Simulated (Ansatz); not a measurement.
AlNi3, 4 atoms in the cell. It takes space group Pm-3m (No. 221, cubic). Conventional cell: a = 3.523 Å, b = 3.523 Å, c = 3.523 Å, α = 90.00°, β = 90.00°, γ = 90.00°. Ni (site symmetry 4/mmm) has 8 Ni at 2.49 Å and 4 Al at 2.49 Å as nearest neighbours. Al (site symmetry m-3m) has 12 Ni at 2.49 Å as nearest neighbours. The cell is a database's computed one.

* Program: Ansatz 0.2.0
* Task: single point
* Functional: PBE
* Potentials or basis: Ansatz PAW
* Cutoff: 420 eV (not typed: the program's choice for these potentials)
* k mesh: 8 × 8 × 8
* Occupations: gaussian, width 0.021 eV
* Spin: collinear spin, ferromagnetic start
* Starting moments: [1.0, 1.0, 1.0, 0.0] μB

Potentials or basis: Ansatz PAW.

Launch:

```console
$ ansatz run input.yaml --threads 2 --pin off --max-ram 5632MiB --backend cpu --events-out ev --progress --plain --runs-dir out
```

Hardware: 2 threads of Intel(R) Xeon(R) 6975P-C (Granite Rapids), on a shared host.

Question: Estimate the wall time of this run.

Answer: Wall time 4.3 s on 2 threads of Intel(R) Xeon(R) 6975P-C (Granite Rapids), on a shared host, peak memory 0.46 GiB. Counts: scf iterations 13, plane waves 847, k points 35, bands 36.
